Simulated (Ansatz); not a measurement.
# Mo: the cost of one run

Method: DFT PBEsol, plane waves, PAW, scalar-relativistic, no spin polarisation, in Ansatz 0.2.0.

**1. The structure to begin with**

The cell holds 17 atoms (Mo17): a = 6.300 Å, b = 5.456 Å, c = 17.682 Å, α = 90.00°, β = 90.00°, γ = 54.74°.

The coordinates stand in the first input below.

**2. End point A**

Contents of input.yaml:

```yaml
crystal:
  lattice:
    - [6.3, 0.0, 0.0]
    - [3.15, 4.454773, 0.0]
    - [0.0, 0.0, 17.682159]
  atoms:
    - { symbol: Mo, position: [-0.25, 0.5, 0.0565542] }
    - { symbol: Mo, position: [0.25, 0.5, 0.0565542] }
    - { symbol: Mo, position: [-0.25, 1.0, 0.0565542] }
    - { symbol: Mo, position: [0.25, 1.0, 0.0565542] }
    - { symbol: Mo, position: [0.0, 0.0, 0.1825222] }
    - { symbol: Mo, position: [0.5, 0.0, 0.1825222] }
    - { symbol: Mo, position: [0.0, 0.5, 0.1825222] }
    - { symbol: Mo, position: [0.5, 0.5, 0.1825222] }
    - { symbol: Mo, position: [-0.25, 0.5, 0.3084902] }
    - { symbol: Mo, position: [0.25, 0.5, 0.3084902] }
    - { symbol: Mo, position: [-0.25, 1.0, 0.3084902] }
    - { symbol: Mo, position: [0.25, 1.0, 0.3084902] }
    - { symbol: Mo, position: [0.0, 0.0, 0.4344582] }
    - { symbol: Mo, position: [0.5, 0.0, 0.4344582] }
    - { symbol: Mo, position: [0.0, 0.5, 0.4344582] }
    - { symbol: Mo, position: [0.5, 0.5, 0.4344582] }
    - { symbol: Mo, position: [0.0003591, 0.25684, 0.5967687] }
basis:
  ecutwfc: 420.0
kpoints:
  mp_grid: { grid: [3, 4, 1] }
hamiltonian:
  xc: pbesol
  pseudopotentials: { kind: paw, azcp: { folder: soft_1 } }
scf:
  occupations: { method: gaussian, width: 0.1 }
  lower_state_search: "off"
relax:
  f_tol: 0.03
  max_steps: 60
  adjacent_minimum: "off"
  constraints: [{ sites: [0, 1, 2, 3] }]
```

On the command line:

```bash
> ansatz run input.yaml --threads 4 --pin off --max-ram 10240MiB --backend cpu --events-out ev --progress --plain --runs-dir out
```

What time and memory should one allow on 4 threads of AMD EPYC 7B13 (Zen 3), shared host?

About 2.2 min, with a peak of 1.8 GiB.
